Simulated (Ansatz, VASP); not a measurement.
**K2F in VASP and in Ansatz**

```xyz
3
Lattice="5.2211 0.0000 0.0000 0.0000 5.2211 0.0000 0.0000 0.0000 4.5103" Properties=species:S:1:pos:R:3 pbc="T T T"
K     2.6106    0.0000    2.2552
K     0.0000    2.6106    2.2552
F     0.0000    0.0000    2.2552
```

Alike in both runs: functional PBE; k mesh 4 × 4 × 4; occupations gaussian, width 0.1 eV; no spin polarisation.

Ansatz relaxed the structure, and its values are those at the end. VASP's run is a single point on that final structure, the one shown.

|  | VASP | Ansatz |
| --- | --- | --- |
| version | VASP 6.6.1 | Ansatz 0.2.0 |
| potentials or method | VASP PAW PBE potentials, release 64 (K_sv, F) | scalar-relativistic, plane waves, PAW |
| plane-wave cutoff (eV) | 520 | 420 |
| valence electrons in the cell | 25 | 25 |

|  | VASP | Ansatz | Ansatz less VASP |
| --- | --- | --- | --- |
| gap on the k mesh at the Fermi level (eV) | none | none | - |
| pressure (GPa) | 0.1 | 0.1 | -0.01 |

A gap of «none» marks a metal or a gap that the smearing closes. With one functional, cell and mesh, what is left measures potentials, basis and numerics.

Caveats: an odd number of electrons without spin polarisation forces a metal; a magnetic or distorted state may lie lower.
